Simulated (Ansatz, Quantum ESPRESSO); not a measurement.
# RbBr (Fm-3m): Raman and infrared activity

Which lines does RbBr (Fm-3m) show in Raman and infrared spectra?

Calculated with Quantum ESPRESSO 8.0 development, patched; DFT LDA, scalar-relativistic, plane waves, PseudoDojo norm-conserving pseudopotentials.

The database entry behind the starting cell differs from later determinations by our own check (about 0.5 % short), so it need not match the best structure at ambient conditions.

## (1) Set-up

It takes space group Fm-3m (No. 225, cubic). The conventional cell has a = 6.854 Å, b = 6.854 Å, c = 6.854 Å, α = 90.00°, β = 90.00°, γ = 90.00°. Nearest to Rb lie 6 Br at 3.43 Å. Nearest to Br lie 6 Rb at 3.43 Å. Farther neighbours and most contacts between anions are not listed.

## (2) A first look

Before anything dear is run, a loose run with smearing shows whether this is a metal and how far the cell is from rest.

Input file probe.in:

```
&control
   calculation = 'scf'
   prefix = 'x'
   outdir = './tmp'
   pseudo_dir = './pseudo'
   tprnfor = .true.
   tstress = .true.
   verbosity = 'high'
/
&system
   ibrav = 0
   nat = 2
   ntyp = 2
   ecutwfc = 44.0
   occupations = 'smearing'
   smearing = 'gaussian'
   degauss = 0.01
/
&electrons
   conv_thr = 1.0d-07
   mixing_beta = 0.7
   electron_maxstep = 100
/
ATOMIC_SPECIES
 Rb     85.4678  Rb.upf
 Br     79.9040  Br.upf
CELL_PARAMETERS angstrom
    -3.427000000    0.000000000    3.427000000
     0.000000000    3.427000000    3.427000000
    -3.427000000    3.427000000    0.000000000
ATOMIC_POSITIONS crystal
 Rb     0.000000000   0.000000000   0.000000000
 Br     0.500000000   0.500000000   0.500000000
K_POINTS automatic
 4 4 4 0 0 0
```

The run is started by

```
$ OMP_NUM_THREADS=1 mpirun -n 2 pw.x -nk 2 -in probe.in > probe.out
```

Log:

```text
[banners, grids, parts of the stress and lines that vanish by symmetry left out]
Program PWSCF v.8.0dev
     Message from routine setup:
     using ibrav=0 with symmetry is DISCOURAGED, use correct ibrav instead
[...]
kinetic-energy cutoff     =      44.0000  Ry
     charge density cutoff     =     176.0000  Ry
     scf convergence threshold =      1.0E-07
[...]
Exchange-correlation= SLA-PW-NOGX-NOGC
                           (   1   4   0   0   0   0   0)
[...]
48 Sym. Ops., with inversion, found
[...]
(     0          1          0      )
                  (     0          0          1      )
[...]
(  0.0000000  1.0000000  0.0000000 )
                  (  0.0000000  0.0000000  1.0000000 )
[...]
(     1          0         -1      )
                  (     0          0         -1      )
[...]
(     0          1         -1      )
                  (     0          1          0      )
[...]
( -1.0000000  0.0000000  0.0000000 )
                  (  0.0000000  1.0000000  0.0000000 )
[...]
number of k points=     8  Gaussian smearing, width (Ry)=  0.0100
[...]
c_bands:  1 eigenvalues not converged
[...]
End of self-consistent calculation
[...]
the Fermi energy is     2.5236 ev
!    total energy              =     -86.03851422 Ry
[...]
convergence has been achieved in   6 iterations
[...]
atom    1 type  1   force =    -0.00000000   -0.00000000   -0.00000000
     atom    2 type  2   force =     0.00000000    0.00000000    0.00000000
[...]
Total force =     0.000000     Total SCF correction =     0.000000
[...]
total   stress  (Ry/bohr**3)                   (kbar)     P=      -12.63
[...]
XML data file, charge density, pseudopotentials, collected wavefunctions

   JOB DONE.
```

Elapsed: 3 s, on 2 MPI ranks of Intel Xeon Platinum 8488C (Sapphire Rapids), shared host; 5.4 s of CPU time.

Read from the output:

```yaml
volume_per_atom: 40.25 Å³
pressure: -1.263 GPa
gap_on_the_k_mesh: 3.949 eV
```

A gap of 3.9 eV opens on this mesh, so the crystal is taken as an insulator; the start stands at -1.3 GPa.

## (3) Relaxing the cell and atoms

The relaxation runs at a cutoff a fifth above that of the response, since stress converges more slowly with the basis than frequencies do. Forces and stress are brought to rest with tight thresholds.

Input file relax.in:

```
&control
   calculation = 'vc-relax'
   prefix = 'x'
   outdir = './tmp'
   pseudo_dir = './pseudo'
   tprnfor = .true.
   tstress = .true.
   forc_conv_thr = 2.0d-05
   etot_conv_thr = 1.0d-07
   nstep = 40
/
&system
   ibrav = 0
   nat = 2
   ntyp = 2
   ecutwfc = 53
   occupations = 'fixed'
   nbnd = 10
/
&electrons
   conv_thr = 1.0d-11
   mixing_beta = 0.7
   electron_maxstep = 100
/
&ions
/
&cell
   press_conv_thr = 0.2
/
ATOMIC_SPECIES
 Rb     85.4678  Rb.upf
 Br     79.9040  Br.upf
CELL_PARAMETERS angstrom
    -3.427000000    0.000000000    3.427000000
     0.000000000    3.427000000    3.427000000
    -3.427000000    3.427000000    0.000000000
ATOMIC_POSITIONS crystal
 Rb     0.000000000   0.000000000   0.000000000
 Br     0.500000000   0.500000000   0.500000000
K_POINTS automatic
 6 6 6 0 0 0
```

The run is started by

```
$ OMP_NUM_THREADS=1 mpirun -n 2 pw.x -nk 2 -in relax.in > relax.out
```

Log:

```text
[banners, grids, parts of the stress and lines that vanish by symmetry left out]
[banner, memory and clock lines left out]
Program PWSCF v.8.0dev

[...]
kinetic-energy cutoff     =      53.0000  Ry
     charge density cutoff     =     212.0000  Ry
     scf convergence threshold =      1.0E-11
[...]
energy convergence thresh.=      1.0E-07
     force convergence thresh. =      2.0E-05
     press convergence thresh. =      2.0E-01
     Exchange-correlation= SLA-PW-NOGX-NOGC
                           (   1   4   0   0   0   0   0)
[...]
48 Sym. Ops., with inversion, found
[...]
number of k points=    16
[...]
End of self-consistent calculation
[...]
highest occupied, lowest unoccupied level (ev):     0.9750    4.9249
!    total energy              =     -86.03862956 Ry
[...]
convergence has been achieved in   9 iterations
[...]
atom    1 type  1   force =     0.00000000    0.00000000    0.00000000
     atom    2 type  2   force =     0.00000000    0.00000000    0.00000000
     Total force =     0.000000     Total SCF correction =     0.000000
[...]
total   stress  (Ry/bohr**3)                   (kbar)     P=      -12.35
[...]
number of bfgs steps    =   0
[...]
CELL_PARAMETERS (angstrom)
[...]
ATOMIC_POSITIONS (crystal)
Rb               0.0000000000        0.0000000000        0.0000000000
Br               0.5000000000        0.5000000000        0.5000000000
[...]
New effective cutoffs (rho, wfc):  212.69   53.22
[...]
End of self-consistent calculation
[...]
highest occupied, lowest unoccupied level (ev):     1.0181    4.9830
!    total energy              =     -86.03890761 Ry
[...]
convergence has been achieved in   7 iterations
[...]
atom    1 type  1   force =     0.00000000    0.00000000    0.00000000
     atom    2 type  2   force =     0.00000000    0.00000000    0.00000000
     Total force =     0.000000     Total SCF correction =     0.000000
[...]
total   stress  (Ry/bohr**3)                   (kbar)     P=      -11.60
[...]
number of bfgs steps    =   1
[...]
WARNING: bfgs curvature condition failed, Theta= 0.855
[...]
CELL_PARAMETERS (angstrom)
[...]
ATOMIC_POSITIONS (crystal)
Rb               0.0000000000        0.0000000000        0.0000000000
Br               0.5000000000        0.5000000000        0.5000000000
[...]
New effective cutoffs (rho, wfc):  214.04   53.56
[...]
End of self-consistent calculation
[...]
highest occupied, lowest unoccupied level (ev):     1.0835    5.0713
!    total energy              =     -86.03928920 Ry
[...]
convergence has been achieved in   8 iterations
[...]
atom    1 type  1   force =     0.00000000    0.00000000   -0.00000000
     atom    2 type  2   force =     0.00000000    0.00000000   -0.00000000
     Total force =     0.000000     Total SCF correction =     0.000000
[...]
total   stress  (Ry/bohr**3)                   (kbar)     P=      -10.42
[...]
number of bfgs steps    =   2
[...]
CELL_PARAMETERS (angstrom)
[...]
ATOMIC_POSITIONS (crystal)
[...]
New effective cutoffs (rho, wfc):  216.08   54.07
[...]
End of self-consistent calculation
[...]
convergence has been achieved in   8 iterations
[...]
atom    1 type  1   force =    -0.00000000   -0.00000000    0.00000000
     atom    2 type  2   force =     0.00000000    0.00000000    0.00000000
     Total force =     0.000000     Total SCF correction =     0.000000
[...]
total   stress  (Ry/bohr**3)                   (kbar)     P=       -5.34
[...]
number of bfgs steps    =   4
[...]
CELL_PARAMETERS (angstrom)
[...]
ATOMIC_POSITIONS (crystal)
[...]
New effective cutoffs (rho, wfc):  224.03   56.06
[...]
highest occupied, lowest unoccupied level (ev):     1.5818    5.7438
!    total energy              =     -86.04060945 Ry
[...]
convergence has been achieved in   9 iterations
[...]
atom    1 type  1   force =     0.00000000    0.00000000    0.00000000
     atom    2 type  2   force =     0.00000000    0.00000000    0.00000000
     Total force =     0.000000     Total SCF correction =     0.000000
[...]
total   stress  (Ry/bohr**3)                   (kbar)     P=        0.22
[...]
number of bfgs steps    =   5
[...]
CELL_PARAMETERS (angstrom)
[...]
ATOMIC_POSITIONS (crystal)
[...]
New effective cutoffs (rho, wfc):  223.84   56.01
[...]
highest occupied, lowest unoccupied level (ev):     1.5722    5.7309
!    total energy              =     -86.04060988 Ry
[...]
convergence has been achieved in   7 iterations
[...]
atom    1 type  1   force =     0.00000000    0.00000000   -0.00000000
     atom    2 type  2   force =     0.00000000    0.00000000    0.00000000
     Total force =     0.000000     Total SCF correction =     0.000000
[...]
total   stress  (Ry/bohr**3)                   (kbar)     P=       -0.01
[...]
number of bfgs steps    =   6
[...]
CELL_PARAMETERS (angstrom)
[...]
ATOMIC_POSITIONS (crystal)
[...]
New effective cutoffs (rho, wfc):  223.85   56.01
[...]
End of self-consistent calculation
[...]
highest occupied, lowest unoccupied level (ev):     1.5728    5.7317
!    total energy              =     -86.04060988 Ry
[...]
convergence has been achieved in   4 iterations
[...]
atom    1 type  1   force =     0.00000000    0.00000000    0.00000000
     atom    2 type  2   force =     0.00000000    0.00000000   -0.00000000
     Total force =     0.000000     Total SCF correction =     0.000000
[...]
total   stress  (Ry/bohr**3)                   (kbar)     P=        0.00
[...]
bfgs converged in   8 scf cycles and   7 bfgs steps
[...]
End of BFGS Geometry Optimization
     Final enthalpy           =     -86.0406098816 Ry
     File ./tmp/x.bfgs deleted, as requested
[...]
CELL_PARAMETERS (angstrom)
[...]
ATOMIC_POSITIONS (crystal)
Rb               0.0000000000       -0.0000000000       -0.0000000000
Br               0.5000000000        0.5000000000        0.5000000000
[...]
Final scf calculation at the relaxed structure.
[...]
kinetic-energy cutoff     =      53.0000  Ry
     charge density cutoff     =     212.0000  Ry
     scf convergence threshold =      1.0E-13
[...]
press convergence thresh. =      2.0E-01
     Exchange-correlation= SLA-PW-NOGX-NOGC
                           (   1   4   0   0   0   0   0)
[...]
48 Sym. Ops., with inversion, found
[...]
number of k points=    16
[...]
End of self-consistent calculation
[...]
highest occupied, lowest unoccupied level (ev):     1.5728    5.7317
!    total energy              =     -86.04059643 Ry
[...]
convergence has been achieved in  11 iterations
[...]
atom    1 type  1   force =     0.00000000    0.00000000    0.00000000
     atom    2 type  2   force =     0.00000000    0.00000000    0.00000000
     Total force =     0.000000     Total SCF correction =     0.000000
[...]
total   stress  (Ry/bohr**3)                   (kbar)     P=        0.01
[...]
XML data file, charge density, pseudopotentials, collected wavefunctions
```

The job ended after 34 s (2 MPI ranks).

Step by step:

```csv
step,energy less that of the first step (eV),largest force (eV/Å),pressure (GPa),volume (Å³)
1,0.0000,0.0000,-1.23,80.50
2,-0.0038,0.0000,-1.16,79.99
3,-0.0090,0.0000,-1.04,79.23
4,-0.0156,0.0000,-0.85,78.11
5,-0.0229,0.0000,-0.53,76.45
6,-0.0269,0.0000,0.02,73.99
7,-0.0269,0.0000,0.00,74.09
8,-0.0269,0.0000,0.00,74.08
9,-0.0268,0.0000,0.00,74.08
```

```csv
"conventional cell, symmetrised",before,after,change
a (Å),6.854,6.667,-2.7 %
b (Å),6.854,6.667,-2.7 %
c (Å),6.854,6.667,-2.7 %
volume (Å³/atom),40.25,37.04,-8.0 %
```

The relaxed structure:

```xyz
2
Lattice="-3.3334 0.0000 3.3334 0.0000 3.3334 3.3334 -3.3334 3.3334 0.0000" Properties=species:S:1:pos:R:3 pbc="T T T"
Rb    0.0000    0.0000    0.0000
Br   -3.3334    3.3334    3.3334
```

The last row of the table of steps is pw.x's closing run on a basis chosen anew for the final cell, so its energy can jump.

Numbers from this step:

| Quantity | Value |
| --- | --- |
| volume per atom | 37.04 Å³ |
| pressure | 0.001 GPa |
| gap on the k-mesh | 4.159 eV |

The volume changes by -8.0 % from the cell with which this run began.

## (4) Ground state

The response is built on this ground state, so it is converged far tighter than an energy would need. With a gap, occupations are fixed, which also allows the response to an electric field.

Input file scf.in:

```
&control
   calculation = 'scf'
   prefix = 'x'
   outdir = './tmp'
   pseudo_dir = './pseudo'
   tprnfor = .true.
   tstress = .true.
/
&system
   ibrav = 0
   nat = 2
   ntyp = 2
   ecutwfc = 44.0
   occupations = 'fixed'
   nbnd = 10
/
&electrons
   conv_thr = 1.0d-12
   mixing_beta = 0.7
   electron_maxstep = 100
/
ATOMIC_SPECIES
 Rb     85.4678  Rb.upf
 Br     79.9040  Br.upf
CELL_PARAMETERS angstrom
    -3.333433423    0.000000000    3.333433423
     0.000000000    3.333433423    3.333433423
    -3.333433423    3.333433423    0.000000000
ATOMIC_POSITIONS crystal
 Rb     0.000000000   0.000000000   0.000000000
 Br     0.500000000   0.500000000   0.500000000
K_POINTS automatic
 6 6 6 0 0 0
```

The run is started by

```
$ OMP_NUM_THREADS=1 mpirun -n 2 pw.x -nk 2 -in scf.in > scf.out
```

Log:

```text
[banners, grids, parts of the stress and lines that vanish by symmetry left out]
[banner, memory and clock lines left out]
Program PWSCF v.8.0dev

[...]
kinetic-energy cutoff     =      44.0000  Ry
     charge density cutoff     =     176.0000  Ry
     scf convergence threshold =      1.0E-12
[...]
Exchange-correlation= SLA-PW-NOGX-NOGC
                           (   1   4   0   0   0   0   0)
[...]
48 Sym. Ops., with inversion, found
[...]
number of k points=    16
[...]
End of self-consistent calculation
[...]
highest occupied, lowest unoccupied level (ev):     1.5729    5.7317
!    total energy              =     -86.04050641 Ry
[...]
convergence has been achieved in  10 iterations
[...]
atom    1 type  1   force =     0.00000000    0.00000000    0.00000000
     atom    2 type  2   force =     0.00000000    0.00000000    0.00000000
     Total force =     0.000000     Total SCF correction =     0.000000
[...]
total   stress  (Ry/bohr**3)                   (kbar)     P=       -0.38
[...]
XML data file, charge density, pseudopotentials, collected wavefunctions
```

The job ended after 4.7 s (2 MPI ranks; 8.9 s of CPU time).

Read from the output:

```yaml
pressure: -0.038 GPa
```

The cell stands at -0.038 GPa, close enough for phonons.

(Continued in part 2 of 3.)

[Host names and launcher messages were left out of these logs when they were recorded.]

[Logs are printed without paths, hosts, clocks, repeated set-up lines and the standing remarks that a program may print on its own settings, such as how far it seeks lower states.]

[Hosts, paths, dates, database ids (printed as entryN), source tags and the programs' standing remarks are cut or masked in the printed files.]
